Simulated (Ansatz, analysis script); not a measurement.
**Free-standing square Cr monolayer, spacing 3.072 Å: E(q) by the generalised Bloch theorem**

Spirals are solved in the crystal's own cell at each q. What do they say of the order in a free-standing square Cr monolayer, spacing 3.072 Å?

Method: PBEsol, PAW set soft_1 (files made for PBE), in Ansatz 0.2.0.

**1. The starting structure**

The cell holds 1 atom: 1 Cr. Its edges and angles: a = 3.072 Å, b = 3.072 Å, c = 14.000 Å, α = 90.0°, β = 90.0°, γ = 90.0°. An idealised lattice of chosen spacing, in vacuum. Vacuum lies along c.

**2. Two spin channels first**

First a free collinear run, to see which state the typed moments lead to.

input.yaml reads:

```yaml
crystal:
  lattice:
    - [3.072, 0.0, 0.0]
    - [0.0, 3.072, 0.0]
    - [0.0, 0.0, 14.0]
  atoms:
    - { symbol: Cr, position: [0.0, 0.0, 0.5], spin: 2.5 }
magnetization:
  spin_polarized: true
kpoints:
  mp_grid: { grid: [7, 7, 1] }
hamiltonian:
  xc: pbesol
  pseudopotentials: { kind: paw, azcp: { folder: soft_1 }, xc_functional: pbe }
scf:
  occupations: { method: fermi_dirac, width: 0.1 }
  max_iter: 120
  convergence: { dr2_threshold: 1.0e-08 }
  lower_state_search: "off"
```

Command:

```
> ansatz run input.yaml --threads 4 --pin off --max-ram 8192MiB --backend cpu --events-out ev --progress --plain --runs-dir out
```

Numbers of over 12 decimals in the logs are rounded to 6 here.

What it wrote:

```text
Engine: ansatz 0.2.0, aarch64-unknown-linux-gnu
Pseudopotentials: kind: paw
Pseudopotential: Cr, paw, valence charge 14, recommended cutoff 420 eV (normal), soft_1/Cr.paw.azcp
Functional definition: PBEsol
  exchange = pbesol_x
  correlation = pbesol_c
Crystal: 1 atoms, lattice volume = 132.121 Å³
Basis set: ecut = 420 eV, 2583 PW (Γ)
Bands: 13, of which v1, the nominal top of the filled ones, is band 7 counted from 1 (6 counted from 0)
Symmetry: 16 space group operations
Space group: P4/mmm (ITA 123), of the structure as read, at distance tolerance 5.1e-5 Å
Magnetic group: BNS 123.339 (UNI 999), of the structure as read, at distance tolerance 5.1e-5 Å
k-points: 10 of 49
Non-local potential: Cr, projectors of the file, l = 0: 3, l = 1: 2, l = 2: 3, l = 3: 1
PAW form: soft (Blöchl's): semilocal exchange-correlation on the pseudo side does not see the compensation charge
PAW frozen core: Cr, regenerated for the run's functional, and the local potential with it (the file was generated under x = pbe(κ = 0.804, μ = 0.219515), c = pbe(β = 0.066725))
PAW one-centre angular grid: Cr, 590 points (default); XC on 64 Gauss nodes
Initial density: superposition of atomic densities (neutral atoms: chi_scale 0, normalization atom)
Starting moments: Σ|m| = 2.5 μB on 1 of 1 site
Initial wavefunctions: pseudopotential atomic-orbital guess
Functional: x = pbesol(κ = 0.804, μ = 0.123457), c = pbesol(β = 0.046)
SCF iter   1: F=—  HF=-3345.286368 eV  |F-HF|=—  |Δ(HF+E_count)|=         —  Δρ=3.59e-2 (↑1.78e-2 ↓3.59e-2)  dr2=3.05e0  dr2_m=3.74e-1  M=3.894 μB ∫|m|=3.896 μB  β_m=1.00  ethr=3.10e-3  ⟨swp⟩=5.0  Hψ=1373  notcnv=0
preconditioner: auto → LDOS  [metal: Δε(μ)=0.124 eV  Ē_g=3.983 eV  σ=0.100 eV  W_gap=0.30  n_scr=8 (ndim 8)  ℏωp=7.9 eV  f_vac=0.661  D(μ)=3.15/eV (n_scr^D=12)]
spin=Collinear: LDOS preconditioning applied to the charge; magnetization (m = ρ↑ − ρ↓) channel mixes plain (no charge-response kernel on spin).
SCF iter   2: F=—  HF=-3345.395059 eV  |F-HF|=—  |Δ(HF+E_count)|=   1.09e-1  Δρ=2.27e-2 (↑7.79e-3 ↓2.27e-2)  dr2=6.86e-1  dr2_m=2.21e-1  M=4.406 μB ∫|m|=4.409 μB  β_m=1.00  ethr=3.10e-3  ⟨swp⟩=2.5  Hψ=637  notcnv=0
SCF iter   3: F=—  HF=-3345.402823 eV  |F-HF|=—  |Δ(HF+E_count)|=   7.76e-3  Δρ=1.26e-2 (↑1.26e-2 ↓1.14e-2)  dr2=2.20e-2  dr2_m=1.67e-1  M=4.851 μB ∫|m|=4.855 μB  β_m=1.00  ethr=3.10e-3  ⟨swp⟩=2.1  Hψ=395  notcnv=0
SCF iter   4: F=—  HF=-3345.504143 eV  |F-HF|=—  |Δ(HF+E_count)|=   1.01e-1  Δρ=3.94e-3 (↑3.94e-3 ↓2.17e-3)  dr2=7.23e-3  dr2_m=9.06e-3  M=5.000 μB ∫|m|=5.004 μB  β_m=1.00  ethr=1.57e-4  ⟨swp⟩=2.9  Hψ=553  notcnv=0
SCF iter   5: F=—  HF=-3345.640114 eV  |F-HF|=—  |Δ(HF+E_count)|=   1.36e-1  Δρ=8.22e-4 (↑8.22e-4 ↓5.93e-4)  dr2=8.69e-4  dr2_m=2.55e-4  M=5.040 μB ∫|m|=5.043 μB  β_m=0.30  ethr=5.16e-5  ⟨swp⟩=2.0  Hψ=510  notcnv=0
Mixer restart at iter 5: flushing history
spin-set hold released at iteration 5 (site moments contracting): the magnetisation degrees of freedom join the quasi-Newton model from the next iteration; the mixer history was flushed
SCF iter   6: F=—  HF=-3345.721209 eV  |F-HF|=—  |Δ(HF+E_count)|=   8.11e-2  Δρ=1.39e-3 (↑1.39e-3 ↓6.49e-4)  dr2=1.67e-3  dr2_m=1.09e-3  M=5.063 μB ∫|m|=5.067 μB  β_m=0.65  ethr=6.21e-6  ⟨swp⟩=2.0  Hψ=405  notcnv=0
SCF iter   7: F=—  HF=-3345.802963 eV  |F-HF|=—  |Δ(HF+E_count)|=   8.18e-2  Δρ=2.63e-3 (↑2.63e-3 ↓5.15e-4)  dr2=5.73e-3  dr2_m=2.48e-3  M=5.076 μB ∫|m|=5.079 μB  β_m=0.54  ethr=6.21e-6  ⟨swp⟩=2.2  Hψ=520  notcnv=0
SCF iter   8: F=—  HF=-3345.802612 eV  |F-HF|=—  |Δ(HF+E_count)|=   3.51e-4  Δρ=1.63e-4 (↑1.59e-4 ↓1.63e-4)  dr2=1.24e-4  dr2_m=1.14e-5  M=5.090 μB ∫|m|=5.094 μB  β_m=0.67  ethr=6.21e-6  ⟨swp⟩=2.0  Hψ=559  notcnv=0  defer=3
SCF iter   9: F=—  HF=-3345.802726 eV  |F-HF|=—  |Δ(HF+E_count)|=   1.14e-4  Δρ=7.29e-5 (↑4.42e-5 ↓7.29e-5)  dr2=1.12e-5  dr2_m=2.48e-6  M=5.091 μB ∫|m|=5.095 μB  β_m=0.84  ethr=8.87e-7  ⟨swp⟩=2.0  Hψ=321  notcnv=0  defer=3
SCF iter  10: F=—  HF=-3345.802753 eV  |F-HF|=—  |Δ(HF+E_count)|=   2.70e-5  Δρ=4.89e-5 (↑4.89e-5 ↓1.09e-5)  dr2=2.68e-6  dr2_m=8.29e-7  M=5.093 μB ∫|m|=5.096 μB  β_m=0.92  ethr=7.99e-8  ⟨swp⟩=2.5  Hψ=355  notcnv=0  defer=3
SCF iter  11: F=—  HF=-3345.802754 eV  |F-HF|=—  |Δ(HF+E_count)|=   9.46e-7  Δρ=3.94e-6 (↑3.94e-6 ↓3.62e-6)  dr2=1.57e-8  dr2_m=1.38e-8  M=5.093 μB ∫|m|=5.097 μB  β_m=0.96  ethr=1.91e-8  ⟨swp⟩=2.4  Hψ=331  notcnv=0  defer=3
SCF iter  12: F=-3345.802754 eV  HF=-3345.802754 eV  |F-HF|=8.63e-10  |Δ(HF+E_count)|=   9.37e-8  Δρ=6.85e-7 (↑5.47e-7 ↓6.85e-7)  dr2=4.30e-10  dr2_m=3.93e-10  M=5.093 μB ∫|m|=5.097 μB  ethr=7.14e-11  ⟨swp⟩=2.6  Hψ=495  notcnv=0
SCF 1 converged in 12 iterations: F = -3345.802754 eV  dr2 = 4.30e-10
  greatest PAW one-centre occupation: 1.000 electrons in one spin orbital (limit 2), on the Cr atom at site 0 (counted from 0), in its partial waves of l = 0
SCF converged after 12 iterations
Magnetization: 5.0933 μB (9.5467 up, 4.4533 down)
Absolute magnetization: 5.0969 μB (∫|ρ↑−ρ↓|, with the PAW one-centre terms)
Spin contamination: 0.0019 ħ² per cell (⟨S²⟩ above its minimum at these occupations)
Per-site moments (μB) at R_I (Å): [(4.404831, 1.2672)]
Free energy (F): -3345.802754 eV
Harris-Foulkes:  -3345.802754 eV  (|F-HF|=8.63e-10)
Internal energy: -3345.773187 eV  (E = F + TS)
E sigma→0 (E₀):  -3345.787970 eV
Entropy (-TS):   -0.029567 eV (-29.567 meV/atom)
Fermi energy:    -1.690410 eV
--- Per-component energies (eV) ---
  E_band       = -419.856928
  E_kinetic    = 298.394237
  E_local      = -5231.358373  (includes V_loc(G=0)·N_el)
  E_nonlocal   = 55.320396
  E_hartree    = 2440.530776
  E_xc         = -109.235454
  E_vxc        = -139.304971  (∫ρ·V_xc dr)
  E_paw        = -1200.205793  (= ΣΔE_a)
  E_vpaw       = -283.970859  (= ΣTr[D̂ρ^β])
  E_aug_tail   = 0.000877  (compensation charges beyond the density's cutoff)
  E_ewald      = 400.620148
  E_core_change = 0.160000  (= ΣΔE_core)
  E_smearing   = -0.029567  (= −TS)
  E_closure    = 0.000000  (closes the sum)
  Σ components = -3345.802754   (vs F -3345.802754, Δ=0.00e0)
```

Elapsed: 0.97 s, on 4 threads of Arm Neoverse V1, shared host; peak memory 0.32 GiB; 3 s of CPU time.

Reading the cycles: dr2 is the Hartree energy of the density residual (eV), the measure of convergence; HF is the Harris–Foulkes estimate of the energy, which meets the free energy F at convergence.

Spin moment in the atom's sphere by atom:

| atom | spin moment in the atom's sphere (μB) |
| --- | --- |
| Cr1 | 4.40 |

The run ends ferromagnetic, with a net moment of 5.09 μB a cell. With one Cr atom carrying the moment, parallel order of its images is forced by the cell, not found.

**3. Mesh refined**

Levels at the Fermi energy are partly filled, so moments and energy differences can hang on the k-mesh, and the state is solved again on a denser one.

input.yaml, the sections that differ from step 2:

```yaml
crystal:
  lattice:
    - [3.072, 0.0, 0.0]
    - [0.0, 3.072, 0.0]
    - [0.0, 0.0, 14.0]
  atoms:
    - { symbol: Cr, position: [0.0, 0.0, 0.5], spin: 4.4 }
kpoints:
  mp_grid: { grid: [18, 18, 1] }
basis:
  ecutwfc: 420.0
checkpoint:
  read: start
  write: ck
  compress: false
  write_wavefunctions: false
  write_every: 100000
# magnetization, hamiltonian, scf: as in step 2
```

What it wrote:

```text
[...]
Magnetization: 5.0509 μB (9.5254 up, 4.4746 down)
Absolute magnetization: 5.0545 μB (∫|ρ↑−ρ↓|, with the PAW one-centre terms)
[...]
Per-site moments (μB) at R_I (Å): [(4.385179, 1.2672)]
Free energy (F): -3345.794142 eV
[...]
Internal energy: -3345.756083 eV  (E = F + TS)
E sigma→0 (E₀):  -3345.775113 eV
Entropy (-TS):   -0.038058 eV (-38.058 meV/atom)
Fermi energy:    -1.774733 eV
[...]
[key lines of the parts left out:]
SCF converged after 7 iterations
```

Run time: 2.9 s. Hardware: 4 threads; peak memory 0.47 GiB.

Spin moment in the atom's sphere by atom:

| atom | spin moment in the atom's sphere (μB) |
| --- | --- |
| Cr1 | 4.39 |

The run ends ferromagnetic, with a net moment of 5.05 μB a cell, against 5.09 μB on the first mesh.

Each spiral starts from these moments, tilted 90° from the rotation axis z (a flat spiral); sizes are free, while the program holds flat spirals in their plane. Spin–orbit coupling is switched off, so the energy does not depend on how the axis lies in the crystal. The folder named start holds the saved collinear state, from which each run begins.

The runs on spinors take the mesh 20×20×1.

**4. q = (0, 0, 0)**

The reference is the same input at q = 0, so that basis and exchange-correlation form match those at other q. Every q is chosen so that q/2 is a mesh vector: every spiral then samples the k-points of q = 0, and much mesh noise cancels.

input.yaml, the sections that differ from step 3:

```yaml
crystal:
  lattice:
    - [3.072, 0.0, 0.0]
    - [0.0, 3.072, 0.0]
    - [0.0, 0.0, 14.0]
  atoms:
    - { symbol: Cr, position: [0.0, 0.0, 0.5], spin: 4.39, spin_axis: [1.0, 0.0, 0.0] }
kpoints:
  mp_grid: { grid: [20, 20, 1] }
hamiltonian:
  xc: pbesol
  noncollinear_xc: spin_density_matrix_gradient
  pseudopotentials: { kind: paw, azcp: { folder: soft_1 }, xc_functional: pbe }
magnetization:
  noncollinear: true
  spin_spiral: { q: [0.0, 0.0, 0.0] }
checkpoint:
  read: start
# scf, basis: as in step 3
```

Command:

```
> ansatz run input.yaml --threads 1 --pin off --max-ram 2048MiB --backend cpu --events-out ev --progress --plain --runs-dir out
```

What it wrote:

```text
Warning: checkpoint.read: spin treatment differs: saved collinear, current noncollinear; the saved charge density seeds this run and the saved magnetisation is carried along the axis that this deck's starting moments share; the saved density holds an absolute magnetisation of 5.1e0 μB; saved orbitals and DFT+U occupations are not carried; the saved PAW projector densities are carried along that axis
Warning: checkpoint.read: magnetization.spin_spiral differs: saved none, current q = [0, 0, 0]; the saved state is no spin spiral's: the SCF starts from none of its orbitals and from its density, each atom's moment turned about z as a whole to its place on this deck's spiral. A spiral's own state at q: [0, 0, 0] serves better
[...]
Crystal: 1 atoms, lattice volume = 132.121 Å³
Basis set: ecut = 420 eV, 2583 PW (Γ)
Bands: 22, of which v1, the nominal top of the filled ones, is band 14 counted from 1 (13 counted from 0)
[... 1 set-up line as in the run before ...]
k-points: 66 of 400
Spin spiral: q = (0, 0, 0) of the reciprocal vectors; moments are told in the frame that turns with it, a site's in that at the site
[...]
SCF iter   1: F=—  HF=-3345.794243 eV  |F-HF|=—  |Δ(HF+E_count)|=         —  Δρ=1.76e-5  dr2=1.15e-8  dr2_m=9.37e-8  ethr=1.29e-6  |M|=5.05e0 ∫|m|=5.05e0 μB  |m|>n=1.6e-2 m-floor=0.0e0 τ_xc=1.1e-12  β_m=0.30  ⟨swp⟩=3.2  Hψ=10013  notcnv=0
eigensolver tolerance schedule: the retry pair's looser diagonalisation over-reported the residual by 15665.20 of it (diagonalisation noise at an unbounded share of the residual, at the tolerance the schedule requests for it); recorded, not acted on — ethr = c·dr2/N_el stays at c = 1.0e-1
[...]
SCF iter   2: F=—  HF=-3345.794269 eV  |F-HF|=—  |Δ(HF+E_count)|=   2.60e-5  Δρ=1.21e-5  dr2=4.51e-9  dr2_m=4.41e-8  ethr=7.14e-11  |M|=5.05e0 ∫|m|=5.05e0 μB  |m|>n=1.6e-2 m-floor=0.0e0 τ_xc=6.8e-7  β_m=0.59  ⟨swp⟩=1.0  Hψ=4676  notcnv=0
[...]
SCF iter   4: F=-3345.794269 eV  HF=-3345.794269 eV  |F-HF|=1.10e-9  |Δ(HF+E_count)|=   8.74e-9  Δρ=1.40e-6  dr2=2.36e-10  dr2_m=5.90e-10  ethr=3.22e-11  |M|=5.05e0 ∫|m|=5.05e0 μB  |m|>n=1.6e-2 m-floor=0.0e0 τ_xc=2.2e-9  ⟨swp⟩=1.0  Hψ=4140  notcnv=0
SCF 1 converged in 4 iterations: F = -3345.794269 eV  dr2 = 2.36e-10
[...]
SCF converged after 4 iterations
Magnetization: |M| = 5.0506 μB,  M = (+5.0506, -0.0000, +0.0000) μB
Absolute magnetization: 5.0542 μB (∫|m|, with the PAW one-centre terms)
  site 0: m = (+4.3853, -0.0000, +0.0000) μB, |m| = 4.3853 μB  (R = 1.27 Å)
Free energy (F): -3345.794269 eV
[...]
Internal energy: -3345.756502 eV  (E = F + TS)
E sigma→0 (E₀):  -3345.775385 eV
Entropy (-TS):   -0.037767 eV (-37.767 meV/atom)
Fermi energy:    -1.774885 eV
[...]
```

Wall time 36 s (1 thread); peak memory 0.66 GiB.

The largest moment is 4.39 μB, against 4.39 μB in the collinear run.

**5. q = (0, 0.2, 0)**

Only q changes. The cell stays that of the crystal, since the generalised Bloch theorem carries the rotation from cell to cell.

Edit input.yaml of step 4 so:

```diff
@@ -22,3 +22,3 @@
   noncollinear: true
-  spin_spiral: { q: [0.0, 0.0, 0.0] }
+  spin_spiral: { q: [0.0, 0.2, 0.0] }
 checkpoint:
```

What it wrote:

```text
[...]
Crystal: 1 atoms, lattice volume = 132.121 Å³
Basis set: ecut = 420 eV, 2583 PW (Γ)
Bands: 22, of which v1, the nominal top of the filled ones, is band 14 counted from 1 (13 counted from 0)
Symmetry: 4 space group operations
k-points: 121 of 400
[...]
SCF iter   8: F=-3345.847379 eV  HF=-3345.847379 eV  |F-HF|=2.15e-10  |Δ(HF+E_count)|=   2.11e-8  Δρ=5.10e-7  dr2=1.13e-10  dr2_m=1.09e-10  ethr=1.57e-11  |M|=4.91e0 ∫|m|=4.99e0 μB  |m|>n=1.4e-2 m-floor=0.0e0 τ_xc=7.0e-2  ⟨swp⟩=1.0  Hψ=7841  notcnv=0
SCF 1 converged in 8 iterations: F = -3345.847379 eV  dr2 = 1.13e-10
[...]
SCF converged after 8 iterations
[...]
Magnetization: |M| = 4.9138 μB,  M = (+4.9138, -0.0000, +0.0000) μB
Absolute magnetization: 4.9921 μB (∫|m|, with the PAW one-centre terms)
  site 0: m = (+4.3575, -0.0000, +0.0000) μB, |m| = 4.3575 μB  (R = 1.27 Å)
Free energy (F): -3345.847379 eV
[...]
Internal energy: -3345.810881 eV  (E = F + TS)
E sigma→0 (E₀):  -3345.829130 eV
Entropy (-TS):   -0.036498 eV (-36.498 meV/atom)
Fermi energy:    -1.785503 eV
[...]
```

It took 90 s on 1 thread; peak memory 0.92 GiB.

The energy of the cell lies 53.1 meV below that at q = 0, and the largest moment is 4.36 μB against 4.39 μB.

**6. q = (0, 0.5, 0)**

Edit input.yaml of step 5 so:

```diff
@@ -22,3 +22,3 @@
   noncollinear: true
-  spin_spiral: { q: [0.0, 0.2, 0.0] }
+  spin_spiral: { q: [0.0, 0.5, 0.0] }
 checkpoint:
```

What it wrote:

```text
[...]
Crystal: 1 atoms, lattice volume = 132.121 Å³
Basis set: ecut = 420 eV, 2583 PW (Γ)
Bands: 22, of which v1, the nominal top of the filled ones, is band 14 counted from 1 (13 counted from 0)
[... 1 set-up line as in the run before ...]
k-points: 121 of 400
[...]
SCF iter   8: F=-3345.982064 eV  HF=-3345.982064 eV  |F-HF|=1.28e-9  |Δ(HF+E_count)|=   3.83e-8  Δρ=9.41e-7  dr2=1.34e-10  dr2_m=3.36e-10  ethr=7.14e-11  |M|=4.35e0 ∫|m|=4.87e0 μB  |m|>n=1.4e-2 m-floor=0.0e0 τ_xc=2.2e-2  ⟨swp⟩=3.0  Hψ=5427  notcnv=0
SCF 1 converged in 8 iterations: F = -3345.982064 eV  dr2 = 1.34e-10
[...]
SCF converged after 8 iterations
Magnetization: |M| = 4.3505 μB,  M = (+4.3505, +0.0000, +0.0000) μB
Absolute magnetization: 4.8660 μB (∫|m|, with the PAW one-centre terms)
  site 0: m = (+4.3209, +0.0000, +0.0000) μB, |m| = 4.3209 μB  (R = 1.27 Å)
Free energy (F): -3345.982064 eV
[...]
Internal energy: -3345.954370 eV  (E = F + TS)
E sigma→0 (E₀):  -3345.968217 eV
Entropy (-TS):   -0.027694 eV (-27.694 meV/atom)
Fermi energy:    -1.827037 eV
[...]
```

The job ended after 77 s (1 thread; peak memory 0.94 GiB).

The energy of the cell lies 188 meV below that at q = 0, and the largest moment is 4.32 μB against 4.39 μB.

**7. q = (0.2, 0.5, 0)**

Edit input.yaml of step 6 so:

```diff
@@ -22,3 +22,3 @@
   noncollinear: true
-  spin_spiral: { q: [0.0, 0.5, 0.0] }
+  spin_spiral: { q: [0.2, 0.5, 0.0] }
 checkpoint:
```

What it wrote:

```text
[...]
Crystal: 1 atoms, lattice volume = 132.121 Å³
Basis set: ecut = 420 eV, 2583 PW (Γ)
Bands: 22, of which v1, the nominal top of the filled ones, is band 14 counted from 1 (13 counted from 0)
Symmetry: 2 space group operations
k-points: 202 of 400
[...]
SCF iter   8: F=-3345.993895 eV  HF=-3345.993895 eV  |F-HF|=1.09e-9  |Δ(HF+E_count)|=   5.28e-8  Δρ=1.03e-6  dr2=3.99e-10  dr2_m=4.26e-10  ethr=6.00e-11  |M|=4.24e0 ∫|m|=4.79e0 μB  |m|>n=1.3e-2 m-floor=0.0e0 τ_xc=8.0e-2  ⟨swp⟩=3.0  Hψ=8976  notcnv=0
SCF 1 converged in 8 iterations: F = -3345.993895 eV  dr2 = 3.99e-10
[...]
SCF converged after 8 iterations
Magnetization: |M| = 4.2426 μB,  M = (+4.2426, +0.0000, +0.0000) μB
Absolute magnetization: 4.7926 μB (∫|m|, with the PAW one-centre terms)
  site 0: m = (+4.2780, +0.0000, +0.0000) μB, |m| = 4.2780 μB  (R = 1.27 Å)
Free energy (F): -3345.993895 eV
[...]
Internal energy: -3345.966387 eV  (E = F + TS)
E sigma→0 (E₀):  -3345.980141 eV
Entropy (-TS):   -0.027508 eV (-27.508 meV/atom)
Fermi energy:    -1.862987 eV
[...]
```

Run time: 2.1 min. Hardware: 1 thread; peak memory 1.3 GiB.

The energy of the cell lies 200 meV below that at q = 0, and the largest moment is 4.28 μB against 4.39 μB.

**8. q = (0.5, 0.5, 0)**

Edit input.yaml of step 7 so:

```diff
@@ -22,3 +22,3 @@
   noncollinear: true
-  spin_spiral: { q: [0.2, 0.5, 0.0] }
+  spin_spiral: { q: [0.5, 0.5, 0.0] }
 checkpoint:
```

What it wrote:

```text
[...]
Crystal: 1 atoms, lattice volume = 132.121 Å³
Basis set: ecut = 420 eV, 2583 PW (Γ)
Bands: 22, of which v1, the nominal top of the filled ones, is band 14 counted from 1 (13 counted from 0)
[... 1 set-up line as in the run before ...]
k-points: 111 of 400
[...]
SCF iter   7: F=-3346.004726 eV  HF=-3346.004726 eV  |F-HF|=3.05e-9  |Δ(HF+E_count)|=   1.07e-6  Δρ=2.03e-6  dr2=2.14e-9  dr2_m=1.88e-9  ethr=7.14e-11  |M|=3.69e0 ∫|m|=4.55e0 μB  |m|>n=1.3e-2 m-floor=0.0e0 τ_xc=2.4e-2  ⟨swp⟩=2.0  Hψ=8074  notcnv=0
SCF 1 converged in 7 iterations: F = -3346.004726 eV  dr2 = 2.14e-9
[...]
SCF converged after 7 iterations
Magnetization: |M| = 3.6943 μB,  M = (+3.6943, -0.0000, +0.0000) μB
Absolute magnetization: 4.5479 μB (∫|m|, with the PAW one-centre terms)
  site 0: m = (+4.1897, -0.0000, +0.0000) μB, |m| = 4.1897 μB  (R = 1.27 Å)
Free energy (F): -3346.004726 eV
[...]
Internal energy: -3345.969922 eV  (E = F + TS)
E sigma→0 (E₀):  -3345.987324 eV
Entropy (-TS):   -0.034805 eV (-34.805 meV/atom)
Fermi energy:    -2.022355 eV
[...]
```

Elapsed: 71 s, on 1 thread; peak memory 0.91 GiB.

The energy of the cell lies 210 meV below that at q = 0, and the largest moment is 4.19 μB against 4.39 μB.

The other 2 runs of this kind were made alike; their results stand in the table below.

**9. The spirals together**

| q (reciprocal lattice) | path length (1/Å) | E(q) − E(0) (meV a magnetic atom) | \|m\| Cr no. 1 (μB) |
| --- | --- | --- | --- |
| (0, 0, 0) | 0.000 | 0.00 | 4.39 |
| (0, 0.2, 0) | 0.409 | -53.11 | 4.36 |
| (0, 0.5, 0) | 1.023 | -187.79 | 4.32 |
| (0.2, 0.5, 0) | 1.432 | -199.63 | 4.28 |
| (0.5, 0.5, 0) | 2.045 | -210.46 | 4.19 |
| (0.3, 0.3, 0) | 2.624 | -156.22 | 4.27 |
| (0.2, 0.2, 0) | 2.913 | -93.91 | 4.33 |
| (0, 0, 0) | 3.492 | 0.00 | 4.39 |

**10. Summary of results**

| Quantity | Value |
| --- | --- |
| lowest point of the path | q = (0.5, 0.5, 0), -210 meV a magnetic atom from q = 0 |
| highest point | 0 meV a magnetic atom |

What this shows: The state at q = (0.5, 0.5, 0) lies 210 meV a magnetic atom below the ferromagnetic start, so that start is not the lowest state; a flat spiral with q made of halves, on one magnetic atom a cell, is a collinear order of a doubled cell. The moments change by at most 5 % from their size at q = 0, so they are nearly rigid. No spin model is given, since a fit of a few shells misses single points by over 4 % of their range. The 7 spiral runs took 9.4 min of wall time, added up. Energies are free energies at a smearing of 0.1 eV, and with partly filled levels differences shift, at times strongly, as the smearing goes to zero. The cell was taken as built, with atoms unrelaxed. In doubt: the program's search for lower states was switched off, so a lower magnetic state than those reached may exist.

[Logs and program files are shortened in this print: banners, set-up blocks, solver, clock and traceback lines can be left out without a mark of their own.]

[Logs are printed without paths, hosts, clocks, repeated set-up lines and the standing remarks that a program may print on its own settings, such as how far it seeks lower states.]

[Hosts, paths, dates, database ids (printed as entryN), source tags and the programs' standing remarks are cut or masked in the printed files.]
